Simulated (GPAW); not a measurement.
# InAs (F-43m) in GPAW: notebook

One crystal, InAs, is run at these levels: C09-vdW, BP86, PBEsol+D4, TASK, PBEsol; tasks: equation of state, band structure.

Program: GPAW 26.7.0. These are calculated values, not measurements. Logs are shortened: lines on timing, memory, paths and dates and some standing lists are left out, and cuts for length are marked. The log counts tension as positive stress, the text compression.

**The experiment to reproduce.**

A printed reference work, data compilation reports, for a bulk crystal of InAs at 4.2 K: band gap 0.418 eV (direct).

The runs below are set against these values where they give the same quantity.

## (1) Starting point

The structure is cubic, space group F-43m (No. 216). The conventional cell has a = 6.036 Å, b = 6.036 Å, c = 6.036 Å, α = 90.00°, β = 90.00°, γ = 90.00°. In (site symmetry -43m) has 4 As at 2.61 Å as nearest neighbours. As (site symmetry -43m) is surrounded by 4 In at 2.61 Å.

## (2) Equation of state, C09-vdW

Input file run.py:

```python
from ase.eos import EquationOfState
from ase.io import Trajectory, read
from ase.units import GPa
from gpaw import GPAW, PW

atoms = read('POSCAR')

traj = Trajectory('eos.traj', 'w')
volumes, energies = [], []
for x in [0.94, 0.96, 0.98, 1.0, 1.02, 1.04, 1.06]:
    a = atoms.copy()
    a.set_cell(atoms.cell * x**(1 / 3), scale_atoms=True)
    calc = GPAW(mode=PW(600),
                xc={'name': 'C09-vdW', 'backend': 'libvdwxc'},
                kpts={'size': (6, 6, 6), 'gamma': True},
                occupations={'name': 'fermi-dirac', 'width': 0.05},
                nbands=18,
                convergence={'density': 1e-05, 'energy': 1e-05},
                maxiter=150,
                txt=f'eos-{x:.2f}.txt')
    a.calc = calc
    energies.append(a.get_potential_energy(force_consistent=True))
    volumes.append(a.get_volume())
    calc.write(f'eos-{x:.2f}.gpw')
    traj.write(a)
    print(f'{x:.2f} {volumes[-1]:10.4f} A^3 {energies[-1]:14.6f} eV', flush=True)

v0, e0, B = EquationOfState(volumes, energies, eos='birchmurnaghan').fit()
print(f'V0 = {v0:.4f} A^3, E0 = {e0:.6f} eV, B0 = {B / GPa:.2f} GPa')
```

Input file POSCAR:

```
InAs
1.0
    0.0000000000      3.0180000000      3.0180000000
    3.0180000000      0.0000000000      3.0180000000
    3.0180000000      3.0180000000      0.0000000000
In As
1 1
Direct
    0.0000000000      0.0000000000      0.0000000000
    0.7500000000      0.7500000000      0.7500000000
```

Potentials or basis: GPAW PAW data sets (gpaw-data 1.2.1), pw.

The run is started by

```console
$ OMP_NUM_THREADS=1 python run.py
```

Log:

```text
__  _  _
 | _ |_)|_||  |
 |__||  | ||/\| - 26.7.0

Input parameters:
  mode=PW(ecut=600.0),
  convergence={'density': 1e-05, 'energy': 1e-05},
  kpts=MonkhorstPack(size=(6, 6, 6), gamma=True),
  maxiter=150,
  nbands=18,
  occupations=Occupations(name='fermi-dirac', width=0.05),
  xc=XC(name='C09-vdW', backend='libvdwxc')

Diagonalizing LCAO Hamiltonian
Converting LCAO to pw mode

                     As

       In

Atoms  # Å, Bohr magnetons
|   | symbol |        x |        y |        z |    initial magnetic moments |
|---|--------|----------|----------|----------|-----------------------------|
| 0 |     In | 0.000000 | 0.000000 | 0.000000 | ( 0.0000,  0.0000,  0.0000) |
| 1 |     As | 4.465817 | 4.465817 | 4.465817 | ( 0.0000,  0.0000,  0.0000) |

Unit cell  # Å
| periodic |        x |        y |        z |  lengths |    angles |
|----------|----------|----------|----------|----------|-----------|
|      yes | 0.000000 | 2.977211 | 2.977211 | 4.210412 | 60.000000 |
|      yes | 2.977211 | 0.000000 | 2.977211 | 4.210412 | 60.000000 |
|      yes | 2.977211 | 2.977211 | 0.000000 | 4.210412 | 60.000000 |

Number of symmetries: 24
Symmetry operations  # r_c * U_cc + t_c -> r_c
|    | kind |            matrix            |
|----|------|------------------------------|
|  0 |  E   |  1, 0, 0,  0, 1, 0,  0, 0, 1 |
|  1 |  σ   |  1, 0, 0,  0, 0, 1,  0, 1, 0 |
|  2 |  σ   |  1, 0,-1,  0, 1,-1,  0, 0,-1 |
|  3 |  C3  |  1, 0,-1,  0, 0,-1,  0, 1,-1 |
|  4 |  C3  |  1,-1, 0,  0,-1, 1,  0,-1, 0 |
|  5 |  σ   |  1,-1, 0,  0,-1, 0,  0,-1, 1 |
|  6 |  σ   |  0, 1, 0,  1, 0, 0,  0, 0, 1 |
|  7 |  C3  |  0, 1, 0,  0, 0, 1,  1, 0, 0 |
|  8 |  C2  |  0, 1,-1,  1, 0,-1,  0, 0,-1 |
|  9 |  S4  |  0, 1,-1,  0, 0,-1,  1, 0,-1 |
| 10 |  C3  |  0, 0, 1,  1, 0, 0,  0, 1, 0 |
| 11 |  σ   |  0, 0, 1,  0, 1, 0,  1, 0, 0 |
| 12 |  S4  |  0, 0,-1,  1, 0,-1,  0, 1,-1 |
| 13 |  C3  |  0, 0,-1,  0, 1,-1,  1, 0,-1 |
| 14 |  S4  |  0,-1, 1,  1,-1, 0,  0,-1, 0 |
| 15 |  C2  |  0,-1, 1,  0,-1, 0,  1,-1, 0 |
| 16 |  C3  |  0,-1, 0,  1,-1, 0,  0,-1, 1 |
| 17 |  S4  |  0,-1, 0,  0,-1, 1,  1,-1, 0 |
| 18 |  S4  | -1, 1, 0, -1, 0, 1, -1, 0, 0 |
| 19 |  C3  | -1, 1, 0, -1, 0, 0, -1, 0, 1 |
| 20 |  C3  | -1, 0, 1, -1, 1, 0, -1, 0, 0 |
| 21 |  S4  | -1, 0, 1, -1, 0, 0, -1, 1, 0 |
| 22 |  σ   | -1, 0, 0, -1, 1, 0, -1, 0, 1 |
| 23 |  C2  | -1, 0, 0, -1, 0, 1, -1, 1, 0 |

BZ-sampling:
  Number of BZ points: 216
  Number of IBZ points: 16

  Monkhorst-Pack size: [6, 6, 6]
  Monkhorst-Pack shift: [0.08333333333333333, 0.08333333333333333, 0.08333333333333333]

K-points  # in reciprocal-cell coordinates
|     |                                coordinates |     weight |
|-----|--------------------------------------------|------------|
|   0 | (  0.00000000,   0.00000000,   0.00000000) | 0.00462963 |
|   1 | (  0.16666667,   0.16666667,   0.00000000) | 0.02777778 |
|   2 | (  0.16666667,   0.16666667,   0.16666667) | 0.03703704 |
|   3 | (  0.33333333,   0.16666667,   0.16666667) | 0.05555556 |
|   4 | (  0.33333333,   0.33333333,  -0.33333333) | 0.05555556 |
|   5 | (  0.33333333,   0.33333333,   0.00000000) | 0.02777778 |
|   6 | (  0.33333333,   0.33333333,   0.16666667) | 0.11111111 |
|   7 | (  0.33333333,   0.33333333,   0.33333333) | 0.03703704 |
|   8 | (  0.50000000,   0.33333333,  -0.33333333) | 0.11111111 |
|   9 | (  0.50000000,   0.33333333,  -0.16666667) | 0.05555556 |
| ... |                                            |            |
|  15 | (  0.50000000,   0.50000000,   0.50000000) | 0.01851852 |

Plane wave coefficients: 1807
Cutoff: 600.0 eV

Spin-components: 1 (collinear spins)
Bands:           18
Projectors:      11
Spin-degeneracy: 2
Datatype:        complex128

Parallelization:
  kpt:    1
  domain: 1
  band:   1

Density:
  Valence electrons: 18.0
  Components: 1
  Grid points: [24 24 24]
  Charge: 0.0  # |e|

Potential:
  Grid points: [24 24 24]

species:
  In:
    name:    Indium
    Z:       49.0
    valence: 13
    core:    36
    charge:  0.0  # [|e|]
    compensation charges:
      type: gauss
      rc: 0.36  # [Å]
      lmax: 2
    cutoffs:
      filter: 2.09  # [Å]
      core: 2.48  # [Å]
    projectors
    | kind |    occ | energy [eV] | rcut [Å] |
    |------|--------|-------------|----------|
    |   5s |  2.000 |      -8.203 |    1.185 |
    |   5p |  1.000 |      -2.521 |    1.244 |
    |   4d | 10.000 |     -18.629 |    1.148 |
    |    s |        |      19.008 |    1.185 |
    |    p |        |      24.691 |    1.244 |
    |    d |        |       8.583 |    1.148 |

    Using partial waves for In as LCAO basis

  As:
    name:    Arsenic
    Z:       33.0
    valence: 5
    core:    28
    charge:  0.0  # [|e|]
    compensation charges:
      type: gauss
      rc: 0.33  # [Å]
      lmax: 2
    cutoffs:
      filter: 1.87  # [Å]
      core: 2.96  # [Å]
    projectors
    | kind |    occ | energy [eV] | rcut [Å] |
    |------|--------|-------------|----------|
    |   4s |  2.000 |     -14.487 |    1.058 |
    |   4p |  3.000 |      -5.196 |    1.058 |
    |    s |        |      12.725 |    1.058 |
    |    p |        |      22.016 |    1.058 |
    |    d |        |       0.000 |    1.058 |

    Using partial waves for As as LCAO basis

Reference energy: -221478.393260  # eV

eigensolver:
  PPCG
  Converge bands: occupied
  niter=2

density mixing:
  MSR1-Mixer
  Pratt-step length: 0.05
  Maximum mixing coefficient: 0.75
  Old densities: 10
  SVD Regularization: 0.005
  Good broyden scale: 1.0
  Trust region scale: 1.0
  Backstep threshold: 4.0
  History deletion threshold: 6.0
  Fourier metric: weight=20.0, sigma=0.015

occupation numbers:
  Fermi-Dirac:
    width: 0.0500  # eV

poisson solver:
  ecut: 4800.0  # eV

xc functional:
  name: vdW-C09 with libvdwxc
  Mode: serial
  Semilocal: GGA_X_C09X+LDA_C_PW with 2 nearest neighbor stencil
  Corresponding non-local functional: vdW-DF
  Local blocksize: 48 x 48 x 48
  PAW datasets: PBE

convergence criteria:
- Maximum integral of absolute [dens]ity change: 1e-05 electrons / valence electron
- Maximum [total energy] change in last 3 cyles: 1e-05 eV / valence electron
- Maximum integral of absolute [eigenst]ate change: 4e-08 eV^2 / valence electron
maximum number of iterations: 150

SCF iterations
|iter     | |      energy | eigst |  dens |
|---------|-|-------------|-------|-------|
|iter:   1| |   73.218497 | -0.34 |       |
|iter:   2| |   73.265321 | -2.34 | -1.18 |
|iter:   3| |   73.451634 | -1.87 | -1.21 |
|iter:   4| |   73.452587 | -3.32 | -1.83 |
|iter:   5| |   73.452790 | -4.13 | -2.36 |
|iter:   6| |   73.452771 | -5.76 | -3.12 |
|iter:   7| |   73.452769c| -7.02 | -3.68 |
|iter:   8| |   73.452769c| -8.19c| -4.66 |
|iter:   9| |   73.452769c| -8.73c| -5.34c|

Converged in 9 steps
Energy contributions relative to reference atoms: (reference = -221478.393260)

Energy contributions:
  Kinetic:          30.860145
  Coulomb:         -27.739247
  Zero:              0.025845
  External:          0.000000
  Xc:               70.306557
  Entropy:          -0.001062
  Spinorbit:         0.000000
  ----------------------------
  Free energy:      73.452238
  Extrapolated:     73.452769

dipole moment: (-16.740170, -16.740170, -16.740170)  # |e|*Ang

Fermi level: 5.300
Eigenvalues  # (at kpt = [0.000, 0.000, 0.000])
| band index |      eig [eV] | occ [0-2] |
|------------|---------------|-----------|
|          0 |        -9.242 |     2.000 |
|        ... |               |           |
|          2 |        -9.242 |     2.000 |
|          3 |        -9.096 |     2.000 |
|          4 |        -9.096 |     2.000 |
|          5 |        -6.925 |     2.000 |
|          6 |         5.237 |     1.559 |
|          7 |         5.247 |     1.485 |
|          8 |         5.247 |     1.485 |
|          9 |         5.247 |     1.485 |
|         10 |         9.116 |     0.000 |
|         11 |         9.116 |     0.000 |
|         12 |         9.116 |     0.000 |
|         13 |        12.827 |     0.000 |
|         14 |        15.055 |     0.000 |
|         15 |        15.055 |     0.000 |
|         16 |        15.668 |     0.000 |
|         17 |        15.668 |     0.000 |

No gap
No difference between direct/indirect transitions
# Writing to eos-0.96.gpw (mode='')
```

Run time: 38 s. Hardware: 1 thread of Intel Xeon 6975P-C (Granite Rapids), shared host; peak memory 0.35 GiB.

Results:

```
Equilibrium volume                      : 28.52 Å³/atom
Bulk modulus                            : 55 GPa
Pressure derivative of the bulk modulus : 4.7 (rough: it moves with the points fitted)
```

Energy against volume, from the lowest point:
```csv
volume (Å³/atom),energy (meV/atom)
25.840,51.77
26.389,31.40
26.939,16.56
27.489,6.64
28.039,1.30
28.588,0.00
29.138,2.11
```

Caveat: the PAW data sets were made with another functional, which shifts forces and pressure a little. Zero-point motion and thermal expansion aren't in these numbers.

## (3) Band structure, BP86, spin-orbit coupling, no magnetisation

Input file run.py:

```python
import numpy as np
from ase.dft.bandgap import bandgap
from ase.io import read, write
from ase.units import GPa
from gpaw import GPAW, PW, setup_paths
from gpaw.spinorbit import soc_eigenstates

setup_paths.insert(0, '.')

atoms = read('InAs.xyz')

calc = GPAW(mode=PW(600),
            xc='GGA_X_B88+GGA_C_P86',
            kpts={'size': (6, 6, 6), 'gamma': True},
            occupations={'name': 'fermi-dirac', 'width': 0.05},
            nbands=18,
            convergence={'density': 1e-05, 'energy': 1e-05},
            maxiter=150,
            txt='gpaw.txt')
atoms.calc = calc
energy = atoms.get_potential_energy()
forces = atoms.get_forces()
stress = atoms.get_stress()
calc.write('gs.gpw')
write('result.traj', atoms)
print(f'Energy: {energy:.6f} eV')
print('Forces (eV/A):')
print(forces.round(4))
print('Stress (GPa):', (stress / GPa).round(3))
print('Fermi level:', round(calc.get_fermi_level(), 4), 'eV')
print(f'Gap: {bandgap(calc)[0]:.4f} eV, direct: {bandgap(calc, direct=True)[0]:.4f} eV')

path = atoms.cell.bandpath('GXWKGLUWLK,UX', npoints=60, eps=1e-4)
bs_calc = calc.fixed_density(kpts=path, symmetry='off', nbands=30,
                             convergence={'bands': 'CBM+6.0', 'eigenstates': 1e-6}, txt='bands.txt')
bs = bs_calc.band_structure()
bs.write('bs.json')
print(f'Gap on the path: {bandgap(bs_calc)[0]:.4f} eV')

soc = soc_eigenstates(bs_calc, theta=54.7, phi=45)
np.savetxt('soc_bands.dat', soc.eigenvalues(), fmt='%.4f')
mesh = soc_eigenstates('gs.gpw', theta=54.7, phi=45)
np.savetxt('soc_mesh.dat', mesh.eigenvalues(), fmt='%.4f')
print('Fermi level with spin-orbit coupling:', round(mesh.fermi_level, 4), 'eV')
```

Input file InAs.xyz:

```xyz
2
Lattice="0.0000000000 3.0180000000 3.0180000000 3.0180000000 0.0000000000 3.0180000000 3.0180000000 3.0180000000 0.0000000000" Properties=species:S:1:pos:R:3 pbc="T T T"
In     0.0000000000      0.0000000000      0.0000000000
As     4.5270000000      4.5270000000      4.5270000000
```

Potentials or basis: PAW data sets generated in the run's folder for this functional, pw.

The run is started by

```console
$ gpaw-setup -f GGA_X_B88+GGA_C_P86 As In
$ OMP_NUM_THREADS=1 python run.py
```

It took 19 s on 1 thread of Intel Xeon 6975P-C (Granite Rapids), shared host; peak memory 0.27 GiB.

The run converged. Its results:

```yaml
Free_energy: -7.6347 eV
Pressure: 4.3 GPa
Band_gap_along_the_path: none (metal or under the smearing width)
```

Levels at the corners of the path, in eV from the Fermi level:
| point | band 15 | band 16 | band 17 | band 18 | band 19 | band 20 | band 21 | band 22 |
| --- | --- | --- | --- | --- | --- | --- | --- | --- |
| Γ | -0.37 | -0.37 | 0.00 | 0.00 | 0.00 | 0.00 | 3.40 | 3.40 |
| X | -2.48 | -2.48 | -2.48 | -2.48 | 1.43 | 1.43 | 1.94 | 1.94 |
| W | -3.15 | -3.10 | -3.05 | -2.96 | 3.97 | 4.15 | 4.20 | 4.23 |
| K | -3.43 | -3.42 | -2.10 | -2.10 | 1.98 | 1.99 | 4.12 | 4.18 |
| Γ | -0.37 | -0.37 | 0.00 | 0.00 | 0.00 | 0.00 | 3.40 | 3.40 |
| L | -1.27 | -1.27 | -1.00 | -1.00 | 0.80 | 0.80 | 4.44 | 4.44 |
| U | -3.43 | -3.42 | -2.10 | -2.10 | 1.99 | 1.99 | 4.12 | 4.18 |
| W | -3.15 | -3.10 | -3.05 | -2.96 | 3.97 | 4.15 | 4.20 | 4.23 |
| L | -1.27 | -1.27 | -1.00 | -1.00 | 0.80 | 0.80 | 4.44 | 4.44 |
| K | -3.43 | -3.42 | -2.10 | -2.10 | 1.98 | 1.99 | 4.12 | 4.18 |
| U | -3.43 | -3.42 | -2.10 | -2.10 | 1.99 | 1.99 | 4.12 | 4.18 |
| X | -2.48 | -2.48 | -2.48 | -2.48 | 1.43 | 1.43 | 1.94 | 1.94 |

Caveat: spin-orbit coupling was added after a scalar SCF, so levels and gaps hold it while energy, forces, pressure and moments don't; this program's spin-orbit splittings come out too wide for heavy elements; this crystal is a semiconductor, whose small gap the functional closes, so the metal is an error of the method.

## (4) Equation of state, PBEsol+D4

Input file run.py:

```python
from ase.calculators.mixing import SumCalculator
from ase.eos import EquationOfState
from ase.io import Trajectory, read
from ase.units import GPa
from dftd4.ase import DFTD4
from gpaw import GPAW, PW, setup_paths

setup_paths.insert(0, '.')

atoms = read('InAs.cif')

traj = Trajectory('eos.traj', 'w')
volumes, energies = [], []
for x in [0.94, 0.96, 0.98, 1.0, 1.02, 1.04, 1.06]:
    a = atoms.copy()
    a.set_cell(atoms.cell * x**(1 / 3), scale_atoms=True)
    calc = GPAW(mode=PW(600),
                xc='PBEsol',
                kpts={'size': (6, 6, 6), 'gamma': True},
                occupations={'name': 'fermi-dirac', 'width': 0.05},
                nbands=18,
                convergence={'density': 1e-05, 'energy': 1e-05},
                maxiter=150,
                txt=f'eos-{x:.2f}.txt')
    a.calc = SumCalculator([calc, DFTD4(method='pbesol')])
    energies.append(a.get_potential_energy())
    volumes.append(a.get_volume())
    p = -a.get_stress()[:3].mean() / GPa
    calc.write(f'eos-{x:.2f}.gpw')
    traj.write(a)
    print(f'{x:.2f} {volumes[-1]:10.4f} A^3 {energies[-1]:14.6f} eV {p:9.3f} GPa', flush=True)

v0, e0, B = EquationOfState(volumes, energies, eos='birchmurnaghan').fit()
print(f'V0 = {v0:.4f} A^3, E0 = {e0:.6f} eV, B0 = {B / GPa:.2f} GPa')
```

Input file InAs.cif:

```cif
data_InAs
_cell_length_a 4.26809653
_cell_length_b 4.26809653
_cell_length_c 4.26809653
_cell_angle_alpha 60.00000000
_cell_angle_beta 60.00000000
_cell_angle_gamma 60.00000000
_space_group_name_H-M_alt 'P1'
_space_group_name_Hall 'P 1'
_space_group_IT_number 1
loop_
_space_group_symop_operation_xyz
'x,y,z'
loop_
_atom_site_label
_atom_site_type_symbol
_atom_site_symmetry_multiplicity
_atom_site_Wyckoff_symbol
_atom_site_fract_x
_atom_site_fract_y
_atom_site_fract_z
_atom_site_occupancy
In1 In 1 a 0.0000000000 0.0000000000 0.0000000000 1
As1 As 1 a 0.7500000000 0.7500000000 0.7500000000 1
```

The run is started by

```console
$ gpaw-setup -f PBEsol As In
$ OMP_NUM_THREADS=1 python run.py
```

Run time: 37 s. Hardware: 1 thread of Intel Xeon 6975P-C (Granite Rapids), shared host; peak memory 0.23 GiB.

Results (log left out):

- Equilibrium volume: 27.62 Å³/atom
- Bulk modulus: 59 GPa
- Pressure derivative of the bulk modulus: 4.5

Energy against volume, from the lowest point:
```
volume (Å³/atom)  energy (meV/atom)
          25.840              24.00
          26.389              11.00
          26.939               3.15
          27.489               0.00
          28.039               1.02
          28.588               5.77
          29.138              13.85
```

## (5) Band structure, TASK, spin-orbit coupling, no magnetisation

Input file run.py:

```python
import numpy as np
from ase.dft.bandgap import bandgap
from ase.io import read, write
from ase.units import GPa
from gpaw import GPAW, PW
from gpaw.spinorbit import soc_eigenstates

atoms = read('InAs.cif')

calc = GPAW(mode=PW(600),
            xc='MGGA_X_TASK+LDA_C_PW',
            kpts={'size': (6, 6, 6), 'gamma': True},
            occupations={'name': 'fermi-dirac', 'width': 0.05},
            nbands=18,
            convergence={'density': 1e-05, 'energy': 1e-05},
            maxiter=150,
            txt='gpaw.txt')
atoms.calc = calc
energy = atoms.get_potential_energy()
forces = atoms.get_forces()
stress = atoms.get_stress()
calc.write('gs.gpw')
write('result.traj', atoms)
print(f'Energy: {energy:.6f} eV')
print('Forces (eV/A):')
print(forces.round(4))
print('Stress (GPa):', (stress / GPa).round(3))
print('Fermi level:', round(calc.get_fermi_level(), 4), 'eV')
print(f'Gap: {bandgap(calc)[0]:.4f} eV, direct: {bandgap(calc, direct=True)[0]:.4f} eV')

path = atoms.cell.bandpath('GXWKGLUWLK,UX', npoints=100, eps=1e-4)
bs_calc = calc.fixed_density(kpts=path, symmetry='off', nbands=30,
                             convergence={'bands': 'CBM+6.0', 'eigenstates': 1e-6}, txt='bands.txt')
bs = bs_calc.band_structure()
bs.write('bs.json')
print(f'Gap on the path: {bandgap(bs_calc)[0]:.4f} eV')

soc = soc_eigenstates(bs_calc, theta=90, phi=0, ignore_xc_potential=True)
np.savetxt('soc_bands.dat', soc.eigenvalues(), fmt='%.4f')
mesh = soc_eigenstates('gs.gpw', theta=90, phi=0, ignore_xc_potential=True)
np.savetxt('soc_mesh.dat', mesh.eigenvalues(), fmt='%.4f')
print('Fermi level with spin-orbit coupling:', round(mesh.fermi_level, 4), 'eV')
```

InAs.cif is that of step 4.

Potentials or basis: GPAW PAW data sets (gpaw-data 1.2.1), pw.

The run is started by

```console
$ OMP_NUM_THREADS=1 python run.py
```

Run time: 84 s. Hardware: 1 thread of Intel Xeon 6975P-C (Granite Rapids), shared host; peak memory 0.45 GiB.

The run converged. Its results:

```
Free energy             : 28.2599 eV
Pressure                : 5.7 GPa
Band gap on the k mesh  : 0.72 eV, direct
Band gap along the path : 0.72 eV, direct
```

Levels at the corners of the path, in eV from the valence-band top:
| point | band 14 | band 15 | band 16 | band 17 | band 18 | band 19 | band 20 | band 21 | band 22 | band 23 |
| --- | --- | --- | --- | --- | --- | --- | --- | --- | --- | --- |
| Γ | -0.35 | 0.00 | 0.00 | 0.00 | 0.00 | 0.72 | 0.72 | 4.33 | 4.33 | 4.87 |
| X | -6.38 | -2.68 | -2.68 | -2.68 | -2.68 | 2.49 | 2.49 | 2.82 | 2.82 | 10.78 |
| W | -6.20 | -3.34 | -3.25 | -3.23 | -3.11 | 4.83 | 4.99 | 5.36 | 5.38 | 6.09 |
| K | -6.21 | -3.62 | -3.61 | -2.26 | -2.26 | 2.97 | 2.98 | 5.17 | 5.22 | 8.56 |
| Γ | -0.35 | 0.00 | 0.00 | 0.00 | 0.00 | 0.72 | 0.72 | 4.33 | 4.33 | 4.87 |
| L | -6.30 | -1.34 | -1.34 | -1.08 | -1.08 | 1.74 | 1.74 | 5.48 | 5.48 | 5.69 |
| U | -6.21 | -3.62 | -3.61 | -2.26 | -2.26 | 2.97 | 2.98 | 5.17 | 5.22 | 8.56 |
| W | -6.20 | -3.34 | -3.25 | -3.23 | -3.11 | 4.83 | 4.99 | 5.36 | 5.38 | 6.09 |
| L | -6.30 | -1.34 | -1.34 | -1.08 | -1.08 | 1.74 | 1.74 | 5.48 | 5.48 | 5.69 |
| K | -6.21 | -3.62 | -3.61 | -2.26 | -2.26 | 2.97 | 2.98 | 5.17 | 5.22 | 8.56 |
| U | -6.21 | -3.62 | -3.61 | -2.26 | -2.26 | 2.97 | 2.98 | 5.17 | 5.22 | 8.56 |
| X | -6.38 | -2.68 | -2.68 | -2.68 | -2.68 | 2.49 | 2.49 | 2.82 | 2.82 | 10.78 |

Caveat: spin-orbit coupling was added after a scalar SCF, so levels and gaps hold it while energy, forces, pressure and moments don't; this program's spin-orbit splittings come out too wide for heavy elements; the PAW data sets were made with another functional, which shifts forces and pressure a little.

(Part 1 of 2 ends here.)
